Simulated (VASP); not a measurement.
Runs of VASP 6.6.1 on CdS. The structure is cubic, space group Fm-3m (No. 225). The conventional cell has a = 5.506 Å, b = 5.506 Å, c = 5.506 Å, α = 90.00°, β = 90.00°, γ = 90.00°. Around Cd (site symmetry m-3m) lie 6 S at 2.75 Å. S (site symmetry m-3m) has 6 Cd at 2.75 Å as nearest neighbours. Measurements of this composition are mostly on another form, of space group No. 186.

```csv
share of exact exchange,gap on the mesh (eV),pressure (GPa)
0.4,3.02,-2.8
0.2,1.56,-1.4
0.5,3.78,(a)
0.25,1.92,-1.8
0.1,(b),-0.6
```

Alike in all rows: task single point; level PBE0(alpha); potentials or basis VASP PAW PBE potentials, release 64 (Cd, S); no spin polarisation; cell as given; k mesh 4 × 4 × 4; cutoff (eV) 520; smearing fermi-dirac 0.05 eV; the mesh is coarse, so values aren't converged.

Problem. Estimate the missing entries.

Solution. (a) -3.4; (b) 0.87.

Caveats: all runs use coarse meshes; the PAW data sets were made with another functional, which shifts forces and pressure a little.

A k mesh can miss the band edges, and the runs leave out spin-orbit coupling on Cd.
